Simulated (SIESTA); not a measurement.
Crystal: TePb.

```
Pb Te
1.0
     4.00229    0.00000    0.00000
     0.00000    4.00229    0.00000
     0.00000    0.00000    4.00229
Pb Te
1 1
Direct
  0.00000 0.00000 0.00000
  0.50000 0.50000 0.50000
```

Measurements of this composition are mostly on another form, of space group No. 225.

Base run:

| Quantity | Value |
| --- | --- |
| Program | SIESTA 5.4.2 |
| Functional | PBE |
| Potentials or basis | PseudoDojo 0.4 standard (PBE files) |
| Basis | DZP (energy shift 0.002 Ry) |
| Grid cutoff | 500 Ry |
| Energy shift | 0.002 Ry |
| k mesh | 5 × 5 × 5 |
| Occupations | fermi-dirac, width 0.05 eV |
| Spin | no spin polarisation |

Its results: band gap on the k mesh none (metal or under the smearing width); pressure 0.2 GPa.

**Question.** The run is repeated on the same cell with these changes: basis from DZP (energy shift 0.002 Ry) to SZ (energy shift 0.002 Ry); k mesh from 5 × 5 × 5 to 7 × 7 × 7. What comes out?

**Answer.** Band gap on the k mesh none (metal or under the smearing width); pressure 4.4 GPa.

Several settings changed at once, so the effect can't be laid on one alone.

Caveats: the basis of atomic orbitals isn't converged, which shifts pressures, moduli and gaps; the basis holds too few empty states to meet the f-sum rule, so the spectrum is short of weight at high energy (some runs); semicore shells carry a single zeta, which can move pressures by several GPa and volumes by a few percent (some runs); the basis has no polarisation orbitals (some runs).
